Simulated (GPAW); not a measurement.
# Hf (P6_3/mmc) in GPAW: further runs

One crystal, Hf, is run at these levels: PBEsol+D4, RPBE+D3(BJ); tasks: relaxation of cell and atoms.

Program: GPAW 26.7.0. These are calculated values, not measurements. Logs are shortened: lines on timing, memory, paths and dates and some standing lists are left out, and cuts for length are marked. The log counts tension as positive stress, the text compression.

**1. The crystal as given**

Symmetry: P6_3/mmc, No. 194, hexagonal system. Conventional cell: a = 3.197 Å, b = 3.197 Å, c = 5.058 Å, α = 90.00°, β = 90.00°, γ = 120.00°. Hf (site symmetry -6m2) has 12 Hf at 3.13 to 3.20 Å as nearest neighbours.

**2. Relaxation of cell and atoms, PBEsol+D4**

Contents of run.py:

```python
from ase import Atoms
from ase.calculators.mixing import SumCalculator
from ase.filters import FrechetCellFilter
from ase.io import write
from ase.optimize import FIRE
from dftd4.ase import DFTD4
from gpaw import GPAW, PW, setup_paths

setup_paths.insert(0, '.')

atoms = Atoms(['Hf', 'Hf'],
              cell=[[3.1967, 0.0, 0.0],
                    [-1.59835, 2.7684234083, 0.0],
                    [0.0, 0.0, 5.0578]],
              scaled_positions=[[0.6666666667, 0.3333333333, 0.75],
                                [0.3333333333, 0.6666666667, 0.25]],
              pbc=True)

calc = GPAW(mode=PW(600),
            xc='PBEsol',
            kpts={'size': (10, 10, 5), 'gamma': True},
            occupations={'name': 'fermi-dirac', 'width': 0.05},
            nbands=24,
            convergence={'density': 1e-05, 'forces': 0.0001},
            maxiter=150,
            txt='gpaw.txt')
atoms.calc = SumCalculator([calc, DFTD4(method='pbesol')])
opt = FIRE(FrechetCellFilter(atoms), trajectory='relax.traj', logfile='-')
done = opt.run(fmax=0.05, steps=40)
calc.write('gs.gpw')
write('result.traj', atoms)
print('Converged:', done)
print('Cell:', atoms.cell.cellpar().round(4))
print('Volume:', round(atoms.get_volume(), 4))
print(atoms.get_scaled_positions().round(5))
```

Potentials or basis: PAW data sets generated in the run's folder for this functional, pw.

On the command line:

```
gpaw-setup -f PBEsol Hf
OMP_NUM_THREADS=1 python run.py
```

gpaw.txt:

```text
__  _  _
 | _ |_)|_||  |
 |__||  | ||/\| - 26.7.0

Input parameters:
  mode=PW(ecut=600.0),
  convergence={'density': 1e-05, 'forces': 0.0001},
  kpts=MonkhorstPack(size=(10, 10, 5), gamma=True),
  maxiter=150,
  nbands=24,
  occupations=Occupations(name='fermi-dirac', width=0.05),
  xc=XC(name='PBEsol')

Diagonalizing LCAO Hamiltonian
Converting LCAO to pw mode

           Hf

        Hf

Atoms  # Å, Bohr magnetons
|   | symbol |         x |        y |        z |    initial magnetic moments |
|---|--------|-----------|----------|----------|-----------------------------|
| 0 |     Hf |  1.598350 | 0.922808 | 3.793350 | ( 0.0000,  0.0000,  0.0000) |
| 1 |     Hf | -0.000000 | 1.845616 | 1.264450 | ( 0.0000,  0.0000,  0.0000) |

Unit cell  # Å
| periodic |         x |        y |        z |  lengths |     angles |
|----------|-----------|----------|----------|----------|------------|
|      yes |  3.196700 | 0.000000 | 0.000000 | 3.196700 |  90.000000 |
|      yes | -1.598350 | 2.768423 | 0.000000 | 3.196700 |  90.000000 |
|      yes |  0.000000 | 0.000000 | 5.057800 | 5.057800 | 120.000000 |

Number of symmetries: 12
Symmetry operations  # r_c * U_cc + t_c -> r_c
|    | kind |            matrix            |
|----|------|------------------------------|
|  0 |  σ   |  1, 1, 0,  0,-1, 0,  0, 0, 1 |
|  1 |  S6  |  1, 1, 0, -1, 0, 0,  0, 0,-1 |
|  2 |  E   |  1, 0, 0,  0, 1, 0,  0, 0, 1 |
|  3 |  C2  |  1, 0, 0, -1,-1, 0,  0, 0,-1 |
|  4 |  C2  |  0, 1, 0,  1, 0, 0,  0, 0,-1 |
|  5 |  C3  |  0, 1, 0, -1,-1, 0,  0, 0, 1 |
|  6 |  S6  |  0,-1, 0,  1, 1, 0,  0, 0,-1 |
|  7 |  σ   |  0,-1, 0, -1, 0, 0,  0, 0, 1 |
|  8 |  σ   | -1, 0, 0,  1, 1, 0,  0, 0, 1 |
|  9 |  i   | -1, 0, 0,  0,-1, 0,  0, 0,-1 |
| 10 |  C3  | -1,-1, 0,  1, 0, 0,  0, 0, 1 |
| 11 |  C2  | -1,-1, 0,  0, 1, 0,  0, 0,-1 |
[... 147 lines left out ...]
|          2 |       -21.263 |     2.000 |
|          3 |       -20.520 |     2.000 |
|          4 |       -20.520 |     2.000 |
|          5 |       -20.398 |     2.000 |
|          6 |       -20.392 |     2.000 |
|          7 |       -20.392 |     2.000 |
[... 8 lines left out ...]
|         16 |        12.420 |     0.000 |
|         17 |        12.420 |     0.000 |
|        ... |               |           |
|         23 |        27.434 |     0.000 |

No gap
No difference between direct/indirect transitions

Stress tensor  # eV/Ang^3
|        x |         y |         z |
|----------|-----------|-----------|
| 0.020970 | -0.000000 |  0.000000 |
| 0.000000 |  0.020970 | -0.000000 |
| 0.000000 | -0.000000 |  0.024240 |

Forces  # eV/Ang
|        x |        y |        z |
|----------|----------|----------|
| -0.00000 |  0.00000 | -0.00000 |  # Hf   0
|  0.00000 | -0.00000 |  0.00000 |  # Hf   1

Interpolating wave functions to new cell

           Hf

        Hf

Atoms  # Å, Bohr magnetons
|   | symbol |         x |        y |        z |    initial magnetic moments |
|---|--------|-----------|----------|----------|-----------------------------|
| 0 |     Hf |  1.593661 | 0.920101 | 3.780844 | ( 0.0000,  0.0000,  0.0000) |
| 1 |     Hf | -0.000000 | 1.840201 | 1.260281 | ( 0.0000,  0.0000,  0.0000) |
[... 169 lines left out ...]
|          2 |       -21.147 |     2.000 |
|          3 |       -20.382 |     2.000 |
|          4 |       -20.382 |     2.000 |
|          5 |       -20.255 |     2.000 |
|          6 |       -20.250 |     2.000 |
|          7 |       -20.250 |     2.000 |
[... 8 lines left out ...]
|         16 |        12.546 |     0.000 |
|         17 |        12.546 |     0.000 |
|        ... |               |           |
|         23 |        27.180 |     0.000 |

No gap
No difference between direct/indirect transitions

Stress tensor  # eV/Ang^3
|         x |         y |        z |
|-----------|-----------|----------|
|  0.015203 | -0.000000 | 0.000000 |
| -0.000000 |  0.015203 | 0.000000 |
|  0.000000 |  0.000000 | 0.017845 |

Forces  # eV/Ang
|        x |        y |        z |
|----------|----------|----------|
|  0.00000 |  0.00000 |  0.00002 |  # Hf   0
| -0.00000 | -0.00000 | -0.00002 |  # Hf   1

Interpolating wave functions to new cell

           Hf

        Hf

Atoms  # Å, Bohr magnetons
|   | symbol |         x |        y |        z |    initial magnetic moments |
|---|--------|-----------|----------|----------|-----------------------------|
| 0 |     Hf |  1.585365 | 0.915311 | 3.758692 | ( 0.0000,  0.0000,  0.0000) |
| 1 |     Hf | -0.000000 | 1.830622 | 1.252897 | ( 0.0000,  0.0000,  0.0000) |
[... 560 lines left out ...]
convergence criteria:
- Maximum integral of absolute [dens]ity change: 1e-05 electrons / valence electron
- Maximum change in the atomic [forces] across last 2 cycles: 0.0001 eV/Ang OR
Maximum error relative to the maximum force is below inf
- Maximum [total energy] change in last 3 cyles: 0.0005 eV / valence electron
- Maximum integral of absolute [eigenst]ate change: 4e-08 eV^2 / valence electron
maximum number of iterations: 150

SCF iterations
|iter     | |      energy | eigst |  dens |force |
|---------|-|-------------|-------|-------|------|
|iter:   1| |  -16.158165 | -4.95 |       |      |
|iter:   2| |  -16.158164 | -7.58c| -3.87 |      |
|iter:   3| |  -16.158162c| -6.61 | -3.91 |      |
|iter:   4| |  -16.158162c| -8.14c| -4.78 |      |
|iter:   5| |  -16.158162c| -8.06c| -5.10c|      |
|iter:   6| |  -16.158162c| -9.50c| -6.36c|-4.93c|

Converged in 6 steps
Energy contributions relative to reference atoms: (reference = -819524.750635)

Energy contributions:
  Kinetic:          16.260303
  Coulomb:         -14.708781
  Zero:             -0.997919
  External:          0.000000
  Xc:              -16.707160
  Entropy:          -0.009208
  Spinorbit:         0.000000
  ----------------------------
  Free energy:     -16.162766
  Extrapolated:    -16.158162
[... 673 lines left out ...]
Stress tensor  # eV/Ang^3
|         x |         y |         z |
|-----------|-----------|-----------|
| -0.007432 |  0.000000 |  0.000000 |
|  0.000000 | -0.007432 |  0.000000 |
|  0.000000 |  0.000000 | -0.007312 |

Forces  # eV/Ang
|        x |        y |        z |
|----------|----------|----------|
| -0.00000 |  0.00000 |  0.00000 |  # Hf   0
|  0.00000 | -0.00000 | -0.00000 |  # Hf   1

# Writing to gs.gpw (mode='')
```

Wall time 3.7 min (1 thread of Arm Neoverse V1, shared host); peak memory 0.35 GiB.

What came out:

```
Free energy                            : -16.4185 eV
Relaxed volume                         : 21.45 Å³/atom
Relaxed cell                           : a = 3.154 Å, b = 3.154 Å, c = 4.980 Å, α = 90.00°, β = 90.00°, γ = 120.00°
Space group after relaxing (to 0.05 Å) : P6_3/mmc (No. 194)
Energy gained by relaxing              : 12.9 meV/atom
Ionic steps                            : 8
Pressure after relaxing                : 0.3 GPa
Band gap on the k mesh                 : none (metal or under the smearing width)
Dispersion energy per atom             : -0.127 eV
```

Step by step:
```csv
step,energy change (eV),largest force (eV/Å),pressure (GPa),volume (Å³)
1,0.0000,0.0000,-4.38,44.76
2,-0.0102,0.0000,-3.44,44.35
3,-0.0221,0.0000,-1.68,43.63
4,-0.0256,0.0000,0.58,42.78
5,-0.0256,0.0000,0.54,42.79
6,-0.0257,0.0000,0.48,42.82
7,-0.0257,0.0000,0.38,42.85
8,-0.0258,0.0000,0.27,42.89
```

Final structure:
```
Hf
1.0
     3.15357    0.00000    0.00000
    -1.57679    2.73107    0.00000
     0.00000    0.00000    4.98031
Hf
2
Direct
  0.66667 0.33333 0.75000
  0.33333 0.66667 0.25000
```

Caveat: later steps reuse the first step's grids; pairwise dispersion overbinds metals, which lowers pressure and volume.

**3. Relaxation of cell and atoms, RPBE+D3(BJ)**

Edit run.py of step 2 so:

```diff
@@ -4,7 +4,5 @@
 from ase.io import write
-from ase.optimize import FIRE
-from dftd4.ase import DFTD4
-from gpaw import GPAW, PW, setup_paths
-
-setup_paths.insert(0, '.')
+from ase.optimize import BFGS
+from dftd3.ase import DFTD3
+from gpaw import GPAW, PW
 
@@ -19,3 +17,3 @@
 calc = GPAW(mode=PW(600),
-            xc='PBEsol',
+            xc='RPBE',
             kpts={'size': (10, 10, 5), 'gamma': True},
@@ -26,5 +24,5 @@
             txt='gpaw.txt')
-atoms.calc = SumCalculator([calc, DFTD4(method='pbesol')])
-opt = FIRE(FrechetCellFilter(atoms), trajectory='relax.traj', logfile='-')
-done = opt.run(fmax=0.05, steps=40)
+atoms.calc = SumCalculator([calc, DFTD3(method='rpbe', damping='d3bj')])
+opt = BFGS(FrechetCellFilter(atoms), trajectory='relax.traj', logfile='-')
+done = opt.run(fmax=0.02, steps=40)
 calc.write('gs.gpw')
```

Potentials or basis: the program's PAW data sets (release 1.2.1) made for this functional, pw.

On the command line:

```
OMP_NUM_THREADS=1 python run.py
```

It took 2.9 min on 1 thread of Arm Neoverse V1, shared host; peak memory 0.29 GiB.

The run converged. Its results:

* Free energy: -21.8780 eV
* Relaxed volume: 18.25 Å³/atom
* Relaxed cell: a = 2.977 Å, b = 2.977 Å, c = 4.756 Å, α = 90.00°, β = 90.00°, γ = 120.00°
* Space group after relaxing (to 0.05 Å): P6_3/mmc (No. 194)
* Energy gained by relaxing: 352.9 meV/atom
* Ionic steps: 6
* Pressure after relaxing: 0.1 GPa
* Band gap on the k mesh: none (metal or under the smearing width)
* Dispersion energy per atom: -4.297 eV

Stress tensor (GPa, compression positive):
```
0.05 0.00 0.00
0.00 0.05 0.00
0.00 0.00 0.15
```

Step by step:
```tsv
step	energy change (eV)	largest force (eV/Å)	pressure (GPa)	volume (Å³)
1	0.0000	0.0000	-23.75	44.76
2	-0.3986	0.0000	-17.31	41.69
3	-0.6985	0.0000	3.03	35.87
4	-0.7053	0.0000	-0.19	36.57
5	-0.7055	0.0000	-0.05	36.54
6	-0.7059	0.0000	0.08	36.50
```

Final structure:
```
Hf
1.0
     2.97684    0.00000    0.00000
    -1.48842    2.57802    0.00000
     0.00000    0.00000    4.75566
Hf
2
Direct
  0.66667 0.33333 0.75000
  0.33333 0.66667 0.25000
```

Levels at points of the mesh, in eV from the Fermi level:
| k point | band 9 | band 10 | band 11 | band 12 | band 13 | band 14 | band 15 | band 16 |
| --- | --- | --- | --- | --- | --- | --- | --- | --- |
| (0.00, 0.00, 0.00) | -7.97 | -4.38 | 1.23 | 1.23 | 1.42 | 1.46 | 2.27 | 2.27 |
| (0.50, 0.50, 0.00) | -3.67 | -3.59 | -2.97 | -0.30 | 0.80 | 1.11 | 2.06 | 7.42 |

Caveat: later steps reuse the first step's grids; the volume moved by over 15 % at a fixed basis, so the end points are rough; the volume moved by -18 % from the deposited cell, more than functionals usually miss; pairwise dispersion overbinds metals, which lowers pressure and volume. Spin-orbit coupling is left out, which matters for the levels of Hf.
